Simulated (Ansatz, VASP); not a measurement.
Given: the input of a run of VASP 6.6.1 on Ti. This isn't the form of Ti at room conditions, which is hcp.

INCAR

```
SYSTEM = Ti
PREC = Accurate
ENCUT = 550
EDIFF = 1E-6
ISMEAR = 0
SIGMA = 0.05
LREAL = .FALSE.
LASPH = .TRUE.
NELM = 100
ALGO = Normal
ISIF = 2
LWAVE = .FALSE.
LCHARG = .TRUE.
LELF = .TRUE.
LVHAR = .TRUE.
```

KPOINTS

```
Automatic mesh
0
G
  11 11 11
  0 0 0
```

Contents of POSCAR:

```
Ti
2.8423
   -0.577349329768      0.577349329768      0.577349329768
    0.577349329768     -0.577349329768      0.577349329768
    0.577349329768      0.577349329768     -0.577349329768
Ti
1
Direct
    0.0000000000      0.0000000000      0.0000000000
```

Potentials or basis: VASP PAW LDA potentials, release 64 (Ti_sv_GW).

Run with:

```sh
$ cat potpaw_LDA.64/Ti_sv_GW/POTCAR > POTCAR
$ mpirun -np 1 vasp_std > vasp.out
```

Problem. Set up the same calculation for Ansatz 0.2.0. Potentials or basis there: all-electron LAPW, scalar-relativistic.

Solution. As run (cutoffs and basis follow the program's own potentials, and thresholds, step limits or extra output files can differ):

File input.yaml:

```yaml
crystal:
  lattice:
    - [-1.641, 1.641, 1.641]
    - [1.641, -1.641, 1.641]
    - [1.641, 1.641, -1.641]
  atoms:
    - { symbol: Ti, position: [0.0, 0.0, 0.0] }
kpoints:
  mp_grid: { grid: [11, 11, 11] }
scf:
  occupations: { method: gaussian, width: 0.05 }
hamiltonian:
  xc: lda
  pseudopotentials: { kind: all_electron, lapw: { basis_error: 0.001 } }
output:
  forces: true
  stress: true
  eigenvalues: true
```

Potentials or basis: all-electron LAPW, scalar-relativistic.

Run with:

```bash
$ ansatz run input.yaml --threads 1 --pin off --max-ram 3072MiB --backend cpu --events-out ev --progress --plain --runs-dir out
```

Both were run:

|  | VASP | Ansatz |
| --- | --- | --- |
| Pressure | -12.3 GPa | -11.2 GPa |

Where Ansatz's input types no cutoff or centring, it takes its own default and a Γ-centred mesh.

The two programs' LDA may be different fits to the electron gas.

The cell lies far from this level's equilibrium.

Pressure is positive in compression.
